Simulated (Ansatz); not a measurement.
**Ga2O3: the cell at several levels of theory**

Aim: relax the known phase of Ga2O3 (C2/m) with 10 atoms a cell with PBE, r2SCAN, PBEsol and LDA and see how far the functionals disagree on the cell.

Code: Ansatz 0.2.0. PAW datasets, plane waves, zero pressure. (Simulation; spin polarisation is off.)

## 1. Starting point

This is the cell as the run starts from it, not yet at rest; its lengths are not the crystal's.

The symmetry is C2/m (No. 12, monoclinic); a = 12.214 Å, b = 3.037 Å, c = 5.798 Å, β = 103.8° in the conventional setting, 10.44 Å³ an atom. Ga has 4 O at 1.83–1.86 Å; Ga has 6 O at 1.94–2.07 Å; O has 3 Ga at 1.83–1.94 Å; O has 4 Ga at 1.86–2.07 Å.

Coordinates:

```xyz
10
Lattice="6.1070 -1.5186 0.0000 6.1070 1.5186 0.0000 -1.3860 0.0000 5.6300" Properties=species:S:1:pos:R:3 pbc="T T T"
Ga    0.0041    0.0000    4.4736
Ga   10.8240    0.0000    1.1564
Ga    7.6096    0.0000    1.7679
Ga    3.2184    0.0000    3.8621
O     1.8570    0.0000    0.6182
O     8.9710    0.0000    5.0118
O     1.3361    0.0000    3.1708
O     9.4919    0.0000    2.4592
O     5.7013    0.0000    1.4447
O     5.1267    0.0000    4.1853
```

## 2. Relaxation with PBE

The input, input.yaml:

```yaml
crystal:
  lattice:
    - [6.107, -1.51855, 0.0]
    - [6.107, 1.51855, 0.0]
    - [-1.3859888959, 0.0, 5.630008738]
  atoms:
    - { symbol: Ga, position: [0.0905, 0.0905, 0.7946] }
    - { symbol: Ga, position: [0.9095, 0.9095, 0.2054] }
    - { symbol: Ga, position: [0.65866, 0.65866, 0.31402] }
    - { symbol: Ga, position: [0.34134, 0.34134, 0.68598] }
    - { symbol: O, position: [0.1645, 0.1645, 0.1098] }
    - { symbol: O, position: [0.8355, 0.8355, 0.8902] }
    - { symbol: O, position: [0.1733, 0.1733, 0.5632] }
    - { symbol: O, position: [0.8267, 0.8267, 0.4368] }
    - { symbol: O, position: [0.4959, 0.4959, 0.2566] }
    - { symbol: O, position: [0.5041, 0.5041, 0.7434] }
kpoints:
  mp_grid: { grid: [8, 8, 4] }
hamiltonian:
  xc: pbe
scf:
  occupations: { method: fermi_dirac, width: 0.02 }
relax:
  f_tol: 0.005
  cell: {}
```

Command:

```console
$ ansatz run input.yaml --threads 4 --pin off --max-ram 7372MiB --backend cpu --events-out ev --progress --plain --runs-dir out
```

After this run come: r2SCAN: cell and atoms; Relaxing with PBEsol; Relaxing with LDA.

Before running it: what results should come out? Wanted: for each run, a; b; c; β; volume; space group; SCF geometries; from measured.

**Answer**, as computed:

| level | a (Å) | b (Å) | c (Å) | β (°) | volume (Å³/atom) | space group | SCF geometries | from measured (%) |
| --- | --- | --- | --- | --- | --- | --- | --- | --- |
| PBE | 12.452 | 3.084 | 5.877 | 103.704 | 10.962 | C2/m | 9 | +5.0 |
| r2SCAN | 12.255 | 3.039 | 5.808 | 103.807 | 10.504 | C2/m | 7 | +0.6 |
| PBEsol | 12.278 | 3.047 | 5.811 | 103.724 | 10.561 | C2/m | 9 | +1.1 |
| LDA | 12.137 | 3.016 | 5.751 | 103.746 | 10.223 | C2/m | 9 | -2.1 |

**Reading.** From the start to the first minimum the volume moved by +5.0 %. LDA gives the smallest cell and PBE the largest; they differ by 7.2 % in volume, a mean of 2.4 % in length. The measured volume is 10.44 Å³/atom at 273 K (Crystallography Open Database); r2SCAN comes nearest (+0.6 %), and PBE is off by +5.0 %. The calculation is for a static lattice, without the thermal expansion and zero-point motion that a measured cell holds.
